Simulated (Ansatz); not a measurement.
## Na in Ansatz: the effect of functional

Na:

```xyz
2
Lattice="3.7670 0.0000 0.0000 -1.8835 3.2623 0.0000 0.0000 0.0000 6.1540" Properties=species:S:1:pos:R:3 pbc="T T T"
Na    1.8835    1.0874    4.6155
Na    0.0000    2.1749    1.5385
```

This isn't the form of Na at room conditions, which is bcc.

Alike in all runs:

| Item | Value |
| --- | --- |
| Program | Ansatz 0.2.0 |
| Task | projected density of states |
| Potentials or basis | Ansatz PAW |
| k mesh | 5 × 5 × 3 |
| Occupations | fermi-dirac, width 0.05 eV |
| Spin | no spin polarisation |

```csv
functional,cutoff,pressure (GPa)
LDA,420 eV (not typed: the program's choice for these potentials),?
PBEsol,420 eV (not typed: the program's choice for these potentials),-0.4
r2SCAN,500 eV (not typed: the program's choice for these potentials),-0.1
HSE06,420 eV (not typed: the program's choice for these potentials),-0.1
PBE0,420 eV (not typed: the program's choice for these potentials),-0.1
r2SCAN0,500 eV (not typed: the program's choice for these potentials),0.0
```

Question: What does the run with functional LDA give?

Answer: Pressure -1.0 GPa.

Caveats: all runs use coarse meshes; the PAW data sets come from PBE, with cores solved anew for the run's functional, which leaves a small shift of forces and pressure; the thresholds are loose for stress (some runs).
